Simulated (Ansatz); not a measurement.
Runs of Ansatz 0.2.0 on GaN. Symmetry: Fm-3m, No. 225, cubic system. Conventional cell: a = 4.270 Å, b = 4.270 Å, c = 4.270 Å, α = 90.00°, β = 90.00°, γ = 90.00°. Ga (site symmetry m-3m) is surrounded by 6 N at 2.14 Å. N (site symmetry m-3m) has 6 Ga at 2.14 Å as nearest neighbours. Measurements of this composition are mostly on another form, of space group No. 186.

```tsv
task	level	spin	cell	k mesh	cutoff (eV)	points for each segment of the path	gap on the mesh (eV)	pressure (GPa)
relaxation of cell and atoms	PBEsol	off	relaxed	11 × 11 × 11	420	-	(b)	0.0
band structure	LDA	SOC, no magnetisation	as given	8 × 8 × 8	420	14	(c)	(a)
band structure	revPBE	off	as given	11 × 11 × 11	420	14	0.62	3.0
band structure	r2SCAN	off	as given	11 × 11 × 11	500	14	1.06	-8.5
band structure	RPBE	off	as given	11 × 11 × 11	420	14	0.65	4.2
```

Alike in all rows: potentials or basis Ansatz PAW; smearing fermi-dirac 0.05 eV.

Problem. Fill in the values left out.

Solution. (a) -13.6; (b) 0.69; (c) 0.23.

Caveats: the PAW data sets come from PBE, with cores solved anew for the run's functional, which leaves a small shift of forces and pressure; the k mesh misses the band edges, so the gap on the mesh is wider than the one along the path (some runs); odd divisions of the mesh miss points on the zone boundary, where band edges often lie, so the gap on the mesh can be too wide (some runs); the plane-wave basis is chosen anew once the cell has moved, so the energies of steps on either side of that aren't comparable (some runs).

A k mesh can miss the band edges, and rows without SOC leave out spin-orbit coupling on Ga.
